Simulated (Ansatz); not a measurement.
# Is BP (F-43m) stable when the ions move?, part 2 of 3

How do the phonons of BP change with temperature at fixed cell?

Ansatz 0.2.0; DFT PBE, scalar-relativistic, plane waves, PAW; PAW set soft_1.

So far. Step 2 (A first coarse run): The start is under 1.2 GPa at this level and looks like an insulator or semiconductor on this mesh. Step 4 (Relaxing to small residual forces and stress): The residual pressure is 0.0079 GPa, small enough for phonons. The relaxed cell has a = 4.548 Å (conventional setting).

### Step 5. Sampling the crystal at temperature

Displacements are drawn from a Gaussian whose width depends on temperature, the forces on them update the Gaussian until it is self-consistent, and the free energy's curvature decides stability.

Input file input.yaml:

```yaml
crystal:
  lattice:
    - [0.0, 2.2741055202, 2.2741055202]
    - [2.2741055202, 0.0, 2.2741055202]
    - [2.2741055202, 2.2741055202, 0.0]
  atoms:
    - { symbol: B, position: [0.0, 0.0, 0.0] }
    - { symbol: P, position: [0.25, 0.25, 0.25] }
kpoints:
  mp_grid: { grid: [6, 6, 6] }
hamiltonian:
  xc: pbe
  pseudopotentials: { kind: paw, azcp: { folder: soft_1 } }
scf:
  occupations: { method: fixed }
  lower_state_search: "off"
output:
  stress: true
  eigenvalues: true
phonons:
  method: fd
  dielectric: false
  supercell: [3, 3, 3]
  temperatures: { t_max: 1000, t_step: 50 }
  qpath:
    path:
      - [[0.0, 0.0, 0.0], [-0.5, -0.5, 0.0], [-0.375, -0.375, 0.25]]
      - [[-0.375, 0.0, 0.375], [0.0, 0.0, 0.0], [0.0, 0.0, 0.5], [-0.5, -0.25, 0.25], [-0.5, -0.5, 0.0]]
    npoints: 10
  self_consistent:
    temperatures: [50.0, 200.0, 400.0, 800.0]
    max_frames: 96
    max_frequency_error: 3.0
```

Command:

```
$ ansatz run input.yaml --threads 8 --pin off --max-ram 16384MiB --backend cpu --events-out ev --progress --plain --runs-dir out
```

Numbers of over 12 decimals in the logs are rounded to 6 here.

What it wrote:

```text
[...]
Crystal: 54 atoms, lattice volume = 635.076 Å³
Basis set: ecut = 420 eV, 12339 PW (Γ), exchange–correlation on 144×144×144 points (8 copies of the dense FFT grid, shifted against one another)
Bands: 162, of which v1, the nominal top of the filled ones, is band 108 counted from 1 (107 counted from 0)
Symmetry: 648 space group operations
k-points: 3 of 8
[...]
SCF iter   1: F=—  HF=-24635.640401 eV  |F-HF|=—  |Δ(HF+E_count)|=         —  Δρ=7.38e-9  dr2=3.17e-13  ethr=1.00e-12  ⟨swp⟩=3.0  Hψ=1138  notcnv=0
[...]
SCF iter   2: F=-24635.640401 eV  HF=-24635.640401 eV  |F-HF|=1.09e-11  |Δ(HF+E_count)|=  3.64e-12  Δρ=4.03e-9  dr2=9.48e-14  ethr=1.00e-12  ⟨swp⟩=3.0  Hψ=840  notcnv=0
SCF 1 converged in 2 iterations: F = -24635.640401 eV  dr2 = 9.48e-14
[...]
Symmetry: 4 space group operations
k-points: 5 of 8
[...]
SCF iter   7: F=-24635.640341 eV  HF=-24635.640341 eV  |F-HF|=7.28e-12  |Δ(HF+E_count)|=  3.64e-12  Δρ=1.10e-8  dr2=8.48e-13  ethr=1.00e-12  ⟨swp⟩=6.2  Hψ=3078  notcnv=0
SCF 2 converged in 7 iterations: F = -24635.640341 eV  dr2 = 8.48e-13
[...]
SCF iter   7: F=-24635.640332 eV  HF=-24635.640332 eV  |F-HF|=3.64e-12  |Δ(HF+E_count)|=  7.28e-12  Δρ=1.30e-8  dr2=1.17e-12  ethr=1.00e-12  ⟨swp⟩=6.4  Hψ=3147  notcnv=0
SCF 3 converged in 7 iterations: F = -24635.640332 eV  dr2 = 1.17e-12
[...]
── the supercell at rest and the probe, ahead of the frames of phonons at temperature ──
Symmetry: 1 space group operations
k-points: 8
[...]
SCF iter   1: F=—  HF=-24654.561667 eV  |F-HF|=—  |Δ(HF+E_count)|=         —  Δρ=9.09e-2  dr2=5.91e1  ethr=3.10e-3  ⟨swp⟩=5.9  Hψ=4590  notcnv=0  defer=390
[...]
SCF iter   9: F=-24635.640401 eV  HF=-24635.640401 eV  |F-HF|=7.28e-11  |Δ(HF+E_count)|=   2.47e-8  Δρ=3.07e-7  dr2=9.54e-10  ethr=2.50e-12  ⟨swp⟩=5.0  Hψ=3989  notcnv=0
SCF 1 converged in 9 iterations: F = -24635.640401 eV  dr2 = 9.54e-10
[...]
SCF iter   1: F=—  HF=-24654.551839 eV  |F-HF|=—  |Δ(HF+E_count)|=         —  Δρ=9.09e-2  dr2=5.91e1  ethr=3.10e-3  ⟨swp⟩=5.9  Hψ=4590  notcnv=0  defer=390
[...]
SCF iter   9: F=-24635.627216 eV  HF=-24635.627216 eV  |F-HF|=4.87e-10  |Δ(HF+E_count)|=   2.56e-8  Δρ=3.68e-7  dr2=1.47e-9  ethr=2.50e-12  ⟨swp⟩=5.0  Hψ=4121  notcnv=0
SCF 2 converged in 9 iterations: F = -24635.627216 eV  dr2 = 1.47e-9
[...]
── population 1 of phonons at temperature: 8 frames at 800 K, the first ──
── frame 1/8 of population 1 ──
SCF iter   1: F=—  HF=-24648.569780 eV  |F-HF|=—  |Δ(HF+E_count)|=         —  Δρ=9.11e-2  dr2=5.97e1  ethr=3.10e-3  ⟨swp⟩=5.9  Hψ=4588  notcnv=0  defer=397
[...]
SCF iter  10: F=-24629.614140 eV  HF=-24629.614140 eV  |F-HF|=2.26e-10  |Δ(HF+E_count)|=   7.09e-9  Δρ=4.26e-7  dr2=1.62e-9  ethr=2.50e-12  ⟨swp⟩=5.0  Hψ=4118  notcnv=0
SCF 1 converged in 10 iterations: F = -24629.614140 eV  dr2 = 1.62e-9
[...]
── frame 2/8 of population 1 ──
SCF iter   1: F=—  HF=-24648.516390 eV  |F-HF|=—  |Δ(HF+E_count)|=         —  Δρ=9.11e-2  dr2=5.97e1  ethr=3.10e-3  ⟨swp⟩=5.9  Hψ=4577  notcnv=0  defer=404
[...]
SCF iter  10: F=-24629.556134 eV  HF=-24629.556134 eV  |F-HF|=1.78e-10  |Δ(HF+E_count)|=   5.66e-9  Δρ=4.04e-7  dr2=1.40e-9  ethr=2.50e-12  ⟨swp⟩=5.0  Hψ=4058  notcnv=0
SCF 1 converged in 10 iterations: F = -24629.556134 eV  dr2 = 1.40e-9
[...]
── frame 3/8 of population 1 ──
SCF iter   1: F=—  HF=-24649.481062 eV  |F-HF|=—  |Δ(HF+E_count)|=         —  Δρ=9.13e-2  dr2=6.01e1  ethr=3.10e-3  ⟨swp⟩=5.9  Hψ=4585  notcnv=0  defer=395
[...]
SCF iter  10: F=-24630.376948 eV  HF=-24630.376948 eV  |F-HF|=1.96e-10  |Δ(HF+E_count)|=   7.53e-9  Δρ=4.24e-7  dr2=1.50e-9  ethr=2.50e-12  ⟨swp⟩=5.0  Hψ=4075  notcnv=0
SCF 1 converged in 10 iterations: F = -24630.376948 eV  dr2 = 1.50e-9
[...]
── frame 4/8 of population 1 ──
SCF iter   1: F=—  HF=-24649.327136 eV  |F-HF|=—  |Δ(HF+E_count)|=         —  Δρ=9.14e-2  dr2=6.03e1  ethr=3.10e-3  ⟨swp⟩=5.9  Hψ=4588  notcnv=0  defer=397
[...]
SCF iter   2: F=—  HF=-24633.336712 eV  |F-HF|=—  |Δ(HF+E_count)|=    1.60e1  Δρ=4.13e-2  dr2=1.06e1  ethr=3.10e-3  ⟨swp⟩=3.0  Hψ=2294  notcnv=0  defer=403
[...]
719.94      722.14 ±  0.08      716.36 ±  0.21
           793.87      793.39 ±  0.10      788.88 ±  0.38
      q 0.0000 0.3333 0.6667, and 11 like it
           294.49      290.70 ±  0.08      290.52 ±  0.09
           421.58      417.85 ±  0.07      417.49 ±  0.07
           441.59      442.04 ±  0.13      439.99 ±  0.36
           671.67      673.66 ±  0.17      668.63 ±  0.27
           713.70      716.43 ±  0.12      710.61 ±  0.14
           778.37      779.16 ±  0.21      774.28 ±  0.23
  at 400 K
    the largest error of a frequency is 0.03 times what was asked for; the fitted model misses 0.9 % of the forces, every mode counted alike and far frames for less, of frames that it was not fitted to; the frames count as 9.7 of this Gaussian
    softest of the free energy's second derivatives: 201.50 ± 0.05 cm⁻¹ at q 0.3333 0.0000 0.0000; not told ahead of this temperature's last population
    the crystal stands in this phase at this temperature, as far as these wave vectors tell
    the ions' mean positions are those at rest
    free energy -912.277968 ± 0.000022 eV a cell, of which vibrations 0.153158; entropy 28.611 ± 0.005 J/(mol·K) of cells
      by the supercell's own 159 modes alone, which lack the rigid motions: not to be laid beside figures on a mesh. There are none: the force constants hold no dipole–dipole term between the supercell's wave vectors
      the supercell's own free energy is the best Gaussian's, an upper bound on the crystal's, by how much is not told
    pressure 1.7936 ± 0.0038 GPa; at rest 0.1359, so that the ions' motion makes +1.6578
      stress (GPa, positive in compression): xx 1.7936 ± 0.0038, yy 1.7936 ± 0.0038, zz 1.7936 ± 0.0038, yz -0.0000 ± 0.0000, xz -0.0000 ± 0.0000, xy -0.0000 ± 0.0000
[...]
nothing is told beyond the Gaussian: the rings are not walked yet
    frequencies (cm⁻¹; below zero: imaginary; ±: error) of the harmonic crystal, of the Gaussian, of the free energy's second derivatives, each in its own ascending order
      q 0.0000 0.0000 0.0000
           801.65      800.41 ±  0.46      791.61 ±  0.47
           801.65      800.41 ±  0.46      791.61 ±  0.47
           801.65      800.41 ±  0.46      791.61 ±  0.47
      q 0.0000 0.0000 0.3333, and 7 like it
           204.87      201.72 ±  0.04      201.50 ±  0.05
           204.87      201.72 ±  0.04      201.50 ±  0.05
           427.42      427.79 ±  0.18      425.36 ±  0.23
           764.19      764.03 ±  0.16      755.25 ±  0.16
           764.19      764.03 ±  0.16      755.25 ±  0.16
           773.64      771.99 ±  0.21      764.84 ±  0.24
      q 0.0000 0.3333 0.3333, and 5 like it
           280.33      276.65 ±  0.10      276.16 ±  0.09
           280.33      276.65 ±  0.10      276.16 ±  0.09
           447.25      446.04 ±  0.27      443.97 ±  0.27
           719.94      721.45 ±  0.12      712.45 ±  0.14
           719.94      721.45 ±  0.12      712.45 ±  0.14
           793.87      792.18 ±  0.19      785.14 ±  0.38
      q 0.0000 0.3333 0.6667, and 11 like it
           294.49      290.02 ±  0.11      289.71 ±  0.10
           421.58      417.11 ±  0.08      416.52 ±  0.10
           441.59      441.77 ±  0.14      438.48 ±  0.18
           671.67      672.96 ±  0.12      665.18 ±  0.13
           713.70      715.95 ±  0.15      706.90 ±  0.34
           778.37      778.06 ±  0.24      770.42 ±  0.23
  at 800 K
[...]
the ions' mean positions are those at rest
[...]
pressure 2.6894 ± 0.0113 GPa; at rest 0.1359, so that the ions' motion makes +2.5535
[...]
nothing is told beyond the Gaussian: the rings are not walked yet
[...]
q 0.0000 0.0000 0.0000
           801.65      797.43 ±  0.38      780.53 ±  1.28
           801.65      797.43 ±  0.38      780.53 ±  1.28
           801.65      797.43 ±  0.38      780.53 ±  1.28
      q 0.0000 0.0000 0.3333, and 7 like it
           204.87      199.90 ±  0.14      199.46 ±  0.13
           204.87      199.90 ±  0.14      199.46 ±  0.13
           427.42      427.36 ±  0.28      422.73 ±  0.30
           764.19      762.87 ±  0.19      746.04 ±  0.23
           764.19      762.87 ±  0.19      746.04 ±  0.23
           773.64      769.67 ±  0.35      755.99 ±  0.81
      q 0.0000 0.3333 0.3333, and 5 like it
           280.33      274.33 ±  0.19      273.37 ±  0.20
           280.33      274.33 ±  0.19      273.37 ±  0.20
[...]
q 0.0000 0.3333 0.6667, and 11 like it
[...]
--- Phonons: 2 displaced members + reference (amplitude 0.0025 Å, Σ member SCF iterations 14) ---
  symmetry images taken by strict's conditions (phonons.symmetry_images: auto; settled by no image being taken that strict refuses)
  ASR residual: 1.955e-4 → 0.000e0 eV/Å²; symmetrization residual: 1.010e-4 eV/Å²
  largest component of a force at the reference: 9.7e-17 eV/Å
  ASR residual per site (eV/Å²): 1.95e-4 1.60e-5
  Γ frequencies (cm⁻¹): 0.00 0.00 0.00 801.65 801.65 801.65
  density of states and harmonic sums: on the 3×3×3 q-mesh (no non-analytic term)
  zero-point energy: 0.199351 eV/cell   skipped modes (ω ≤ 0): 3   left out of the sums: 1.85e-2 of the cell's modes: C_V's classical limit lies that fraction below 3 k_B per atom; for a crystal, a wire or a layer, F and S can be off by more, and a phonons.interpolated_qmesh denser along its periods is the remedy for the sampling
--- Phonons at temperature: the self-consistent harmonic approximation ---
  40 frames of 54 atoms (3×3×3 cells), in populations of 8, 8 at 800 K and 8 at 400 K and 8 at 200 K and 8 at 50 K: nothing lacks frames
  at 50 K
[...]
the ions' mean positions are those at rest
[...]
pressure 1.5090 ± 0.0061 GPa; at rest 0.1359, so that the ions' motion makes +1.3731
[...]
beyond the Gaussian, in the hollow that it stands in and those that the ions reach from there, by exact statistics on the surface that is fitted to the frames (rings of 48 beads):
      free energy -0.000224 ± 0.000040 eV a cell
      leaving out a pair of frames, or group of many, changes the fitted energy by up to 0.01 k_B T, T the rings' temperature (one standard deviation); of these ± those of the frequencies lack the bias that few frames leave, and those of the mean squares the mean places' part of it
      pressure -0.0006 ± 0.0010 GPa; with it, by the rings' own mean, 1.5084 ± 0.0059, so that the ions' motion makes +1.3725: by the supercell's own 159 modes alone, as the Gaussian's
      mean square displacement, over the three axes, of site 0 from 0, B, the most changed: 0.00786 ± 0.00001 Å², of which +0.00003 beyond the Gaussian's
      softest frequency by how far the rings' centres move (above zero always: no sign of whether the crystal stands): 202.25 ± 0.05 cm⁻¹ at q 0.3333 0.0000 0.0000
[...]
q 0.0000 0.0000 0.0000
[...]
q 0.0000 0.0000 0.3333, and 7 like it
[...]
q 0.0000 0.3333 0.3333, and 5 like it
[...]
q 0.0000 0.3333 0.6667, and 11 like it
[...]
at 200 K
[...]
the ions' mean positions are those at rest
[...]
pressure 1.5385 ± 0.0062 GPa; at rest 0.1359, so that the ions' motion makes +1.4027
[...]
free energy -0.000252 ± 0.000046 eV a cell
[...]
pressure +0.0005 ± 0.0014 GPa; with it, by the rings' own mean, 1.5390 ± 0.0061, so that the ions' motion makes +1.4031: by the supercell's own 159 modes alone, as the Gaussian's
[...]
q 0.0000 0.0000 0.0000
[...]
q 0.0000 0.0000 0.3333, and 7 like it
[...]
q 0.0000 0.3333 0.3333, and 5 like it
[...]
q 0.0000 0.3333 0.6667, and 11 like it
[...]
at 400 K
[...]
the ions' mean positions are those at rest
[...]
pressure 1.7936 ± 0.0038 GPa; at rest 0.1359, so that the ions' motion makes +1.6578
[...]
free energy -0.000538 ± 0.000055 eV a cell
[...]
q 0.0000 0.0000 0.0000
[...]
q 0.0000 0.0000 0.3333, and 7 like it
[...]
q 0.0000 0.3333 0.3333, and 5 like it
[...]
q 0.0000 0.3333 0.6667, and 11 like it
[...]
at 800 K
[...]
the ions' mean positions are those at rest
[...]
pressure 2.6894 ± 0.0113 GPa; at rest 0.1359, so that the ions' motion makes +2.5535
[...]
free energy -0.002035 ± 0.000074 eV a cell
[...]
q 0.0000 0.0000 0.0000
[...]
q 0.0000 0.0000 0.3333, and 7 like it
[...]
q 0.0000 0.3333 0.3333, and 5 like it
           280.33      274.33 ±  0.19      273.37 ±  0.20
           280.33      274.33 ±  0.19      273.37 ±  0.20
           447.25      444.87 ±  0.32      440.87 ±  0.37
           719.94      721.22 ±  0.39      704.00 ±  0.43
           719.94      721.22 ±  0.39      704.00 ±  0.43
           793.87      790.14 ±  0.34      776.75 ±  0.54
      q 0.0000 0.3333 0.6667, and 11 like it
           294.49      287.19 ±  0.20      286.57 ±  0.20
           421.58      413.72 ±  0.26      412.61 ±  0.25
           441.59      441.62 ±  0.29      435.28 ±  0.37
           671.67      673.48 ±  0.35      658.65 ±  0.39
           713.70      715.87 ±  0.26      698.53 ±  0.32
           778.37      776.10 ±  0.23      761.46 ±  0.26
```

Run time: 12 min. Hardware: 8 threads of Arm Neoverse V1, shared host; peak memory 3.9 GiB.

This step gave:

| Property | Result |
| --- | --- |
| point group | -43m |
| frames solved | 40 |
| pressure of the lattice at rest | 0.1358 GPa |

50 K; each column in its own order of rank; one wavevector of each set of like ones; translations left out; no LO-TO term. Modes at 50K, by row:

| q1 | q2 | q3 | rank | harmonic (cm⁻¹) | gaussian (cm⁻¹) | gaussian error (cm⁻¹) | hessian (cm⁻¹) | hessian error (cm⁻¹) | path integral (cm⁻¹) | path integral error (cm⁻¹) |
| --- | --- | --- | --- | --- | --- | --- | --- | --- | --- | --- |
| 0 | 0 | 0 | 1 | 801.6 | 801.5 | 0.2 | 796.5 | 0.3 | 796.3 | 1.2 |
| 0 | 0 | 0 | 2 | 801.6 | 801.5 | 0.2 | 796.5 | 0.3 | 796.3 | 1.2 |
| 0 | 0 | 0 | 3 | 801.6 | 801.5 | 0.2 | 796.5 | 0.3 | 796.3 | 1.2 |
| 0 | 0 | 0.3333 | 1 | 204.9 | 202.4 | 0.1 | 202.3 | 0 | 202.2 | 0.1 |
| 0 | 0 | 0.3333 | 2 | 204.9 | 202.4 | 0.1 | 202.3 | 0 | 202.2 | 0.1 |
| 0 | 0 | 0.3333 | 3 | 427.4 | 428.2 | 0.1 | 426.9 | 0.3 | 426.9 | 0.2 |
| 0 | 0 | 0.3333 | 4 | 764.2 | 765.5 | 0.1 | 760.5 | 0.4 | 760.4 | 0.6 |
| 0 | 0 | 0.3333 | 5 | 764.2 | 765.5 | 0.1 | 760.5 | 0.4 | 760.4 | 0.6 |
| 0 | 0 | 0.3333 | 6 | 773.6 | 773.7 | 0.1 | 769.5 | 0.3 | 769.8 | 0.6 |
| 0 | 0.3333 | 0.3333 | 1 | 280.3 | 277.4 | 0.1 | 277.2 | 0.1 | 277.2 | 0.1 |
| 0 | 0.3333 | 0.3333 | 2 | 280.3 | 277.4 | 0.1 | 277.2 | 0.1 | 277.2 | 0.1 |
| 0 | 0.3333 | 0.3333 | 3 | 447.3 | 447 | 0.2 | 445.8 | 0.4 | 445.7 | 0.2 |
| 0 | 0.3333 | 0.3333 | 4 | 719.9 | 722.6 | 0.1 | 717.4 | 0.3 | 717.2 | 0.6 |
| 0 | 0.3333 | 0.3333 | 5 | 719.9 | 722.6 | 0.1 | 717.4 | 0.3 | 717.2 | 0.6 |
| 0 | 0.3333 | 0.3333 | 6 | 793.9 | 793.8 | 0.2 | 789.8 | 0.4 | 789.3 | 0.5 |
| 0 | 0.3333 | 0.6667 | 1 | 294.5 | 290.9 | 0.1 | 290.7 | 0.1 | 290.7 | 0.1 |
| 0 | 0.3333 | 0.6667 | 2 | 421.6 | 418.1 | 0.1 | 417.8 | 0.1 | 417.8 | 0.1 |
| 0 | 0.3333 | 0.6667 | 3 | 441.6 | 442.5 | 0.1 | 440.7 | 0.4 | 440.6 | 0.2 |
| 0 | 0.3333 | 0.6667 | 4 | 671.7 | 674 | 0.1 | 669.5 | 0.3 | 669.1 | 0.4 |
| 0 | 0.3333 | 0.6667 | 5 | 713.7 | 716.9 | 0.1 | 711.6 | 0.2 | 711.7 | 0.7 |
| 0 | 0.3333 | 0.6667 | 6 | 778.4 | 779.7 | 0.1 | 775.3 | 0.4 | 775 | 0.5 |

200 K; each column in its own order of rank; one wavevector of each set of like ones; translations left out; no LO-TO term. Modes at 200K, by row:

| q1 | q2 | q3 | rank | harmonic (cm⁻¹) | gaussian (cm⁻¹) | gaussian error (cm⁻¹) | hessian (cm⁻¹) | hessian error (cm⁻¹) | path integral (cm⁻¹) | path integral error (cm⁻¹) |
| --- | --- | --- | --- | --- | --- | --- | --- | --- | --- | --- |
| 0 | 0 | 0 | 1 | 801.6 | 801.1 | 0.2 | 795.4 | 0.2 | 795.9 | 1.2 |
| 0 | 0 | 0 | 2 | 801.6 | 801.1 | 0.2 | 795.4 | 0.2 | 795.9 | 1.2 |
| 0 | 0 | 0 | 3 | 801.6 | 801.1 | 0.2 | 795.4 | 0.2 | 795.9 | 1.2 |
| 0 | 0 | 0.3333 | 1 | 204.9 | 202.2 | 0.1 | 202.1 | 0.1 | 202.1 | 0.1 |
| 0 | 0 | 0.3333 | 2 | 204.9 | 202.2 | 0.1 | 202.1 | 0.1 | 202.1 | 0.1 |
| 0 | 0 | 0.3333 | 3 | 427.4 | 428.1 | 0.1 | 426.6 | 0.1 | 426.7 | 0.2 |
| 0 | 0 | 0.3333 | 4 | 764.2 | 765 | 0.1 | 759.3 | 0.2 | 759.5 | 0.8 |
| 0 | 0 | 0.3333 | 5 | 764.2 | 765 | 0.1 | 759.3 | 0.2 | 759.5 | 0.8 |
| 0 | 0 | 0.3333 | 6 | 773.6 | 773.3 | 0.1 | 768.7 | 0.1 | 768.9 | 0.6 |
| 0 | 0.3333 | 0.3333 | 1 | 280.3 | 277.3 | 0.2 | 277 | 0.2 | 277 | 0.2 |
| 0 | 0.3333 | 0.3333 | 2 | 280.3 | 277.3 | 0.2 | 277 | 0.2 | 277 | 0.2 |
| 0 | 0.3333 | 0.3333 | 3 | 447.3 | 446.5 | 0.2 | 445.2 | 0.3 | 445.2 | 0.3 |
| 0 | 0.3333 | 0.3333 | 4 | 719.9 | 722.1 | 0.1 | 716.4 | 0.2 | 716.6 | 0.7 |
| 0 | 0.3333 | 0.3333 | 5 | 719.9 | 722.1 | 0.1 | 716.4 | 0.2 | 716.6 | 0.7 |
| 0 | 0.3333 | 0.3333 | 6 | 793.9 | 793.4 | 0.1 | 788.9 | 0.4 | 788.9 | 0.7 |
| 0 | 0.3333 | 0.6667 | 1 | 294.5 | 290.7 | 0.1 | 290.5 | 0.1 | 290.5 | 0.1 |
| 0 | 0.3333 | 0.6667 | 2 | 421.6 | 417.9 | 0.1 | 417.5 | 0.1 | 417.4 | 0.1 |
| 0 | 0.3333 | 0.6667 | 3 | 441.6 | 442 | 0.1 | 440 | 0.4 | 440.1 | 0.2 |
| 0 | 0.3333 | 0.6667 | 4 | 671.7 | 673.7 | 0.2 | 668.6 | 0.3 | 668.6 | 0.6 |
| 0 | 0.3333 | 0.6667 | 5 | 713.7 | 716.4 | 0.1 | 710.6 | 0.1 | 711 | 0.9 |
| 0 | 0.3333 | 0.6667 | 6 | 778.4 | 779.2 | 0.2 | 774.3 | 0.2 | 774.4 | 0.7 |

400 K; each column in its own order of rank; one wavevector of each set of like ones; translations left out; no LO-TO term. Modes at 400K, by row:

| q1 | q2 | q3 | rank | harmonic (cm⁻¹) | gaussian (cm⁻¹) | gaussian error (cm⁻¹) | hessian (cm⁻¹) | hessian error (cm⁻¹) | path integral (cm⁻¹) | path integral error (cm⁻¹) |
| --- | --- | --- | --- | --- | --- | --- | --- | --- | --- | --- |
| 0 | 0 | 0 | 1 | 801.6 | 800.4 | 0.5 | 791.6 | 0.5 | 791.7 | 1.2 |
| 0 | 0 | 0 | 2 | 801.6 | 800.4 | 0.5 | 791.6 | 0.5 | 791.7 | 1.2 |
| 0 | 0 | 0 | 3 | 801.6 | 800.4 | 0.5 | 791.6 | 0.5 | 791.7 | 1.2 |
| 0 | 0 | 0.3333 | 1 | 204.9 | 201.7 | 0 | 201.5 | 0 | 201.5 | 0.1 |
| 0 | 0 | 0.3333 | 2 | 204.9 | 201.7 | 0 | 201.5 | 0 | 201.5 | 0.1 |
| 0 | 0 | 0.3333 | 3 | 427.4 | 427.8 | 0.2 | 425.4 | 0.2 | 425.6 | 0.4 |
| 0 | 0 | 0.3333 | 4 | 764.2 | 764 | 0.2 | 755.2 | 0.2 | 754.8 | 0.8 |
| 0 | 0 | 0.3333 | 5 | 764.2 | 764 | 0.2 | 755.2 | 0.2 | 754.8 | 0.8 |
| 0 | 0 | 0.3333 | 6 | 773.6 | 772 | 0.2 | 764.8 | 0.2 | 764.3 | 0.8 |
| 0 | 0.3333 | 0.3333 | 1 | 280.3 | 276.7 | 0.1 | 276.2 | 0.1 | 276.2 | 0.1 |
| 0 | 0.3333 | 0.3333 | 2 | 280.3 | 276.7 | 0.1 | 276.2 | 0.1 | 276.2 | 0.1 |
| 0 | 0.3333 | 0.3333 | 3 | 447.3 | 446 | 0.3 | 444 | 0.3 | 444.1 | 0.4 |
| 0 | 0.3333 | 0.3333 | 4 | 719.9 | 721.4 | 0.1 | 712.5 | 0.1 | 712.2 | 0.7 |
| 0 | 0.3333 | 0.3333 | 5 | 719.9 | 721.4 | 0.1 | 712.5 | 0.1 | 712.2 | 0.7 |
| 0 | 0.3333 | 0.3333 | 6 | 793.9 | 792.2 | 0.2 | 785.1 | 0.4 | 785.2 | 0.7 |
| 0 | 0.3333 | 0.6667 | 1 | 294.5 | 290 | 0.1 | 289.7 | 0.1 | 289.6 | 0.1 |
| 0 | 0.3333 | 0.6667 | 2 | 421.6 | 417.1 | 0.1 | 416.5 | 0.1 | 416.7 | 0.2 |
| 0 | 0.3333 | 0.6667 | 3 | 441.6 | 441.8 | 0.1 | 438.5 | 0.2 | 438.4 | 0.3 |
| 0 | 0.3333 | 0.6667 | 4 | 671.7 | 673 | 0.1 | 665.2 | 0.1 | 664.9 | 0.7 |
| 0 | 0.3333 | 0.6667 | 5 | 713.7 | 716 | 0.2 | 706.9 | 0.3 | 706.7 | 0.8 |
| 0 | 0.3333 | 0.6667 | 6 | 778.4 | 778.1 | 0.2 | 770.4 | 0.2 | 770.5 | 1.1 |

[end of part 2 of 3]

[Logs are printed without paths, hosts, clocks, repeated set-up lines and the standing remarks that a program may print on its own settings, such as how far it seeks lower states.]

[Hosts, paths, dates, database ids (printed as entryN), source tags and the programs' standing remarks are cut or masked in the printed files.]

[A step with changed settings may run another functional than the one named; its input shows which.]
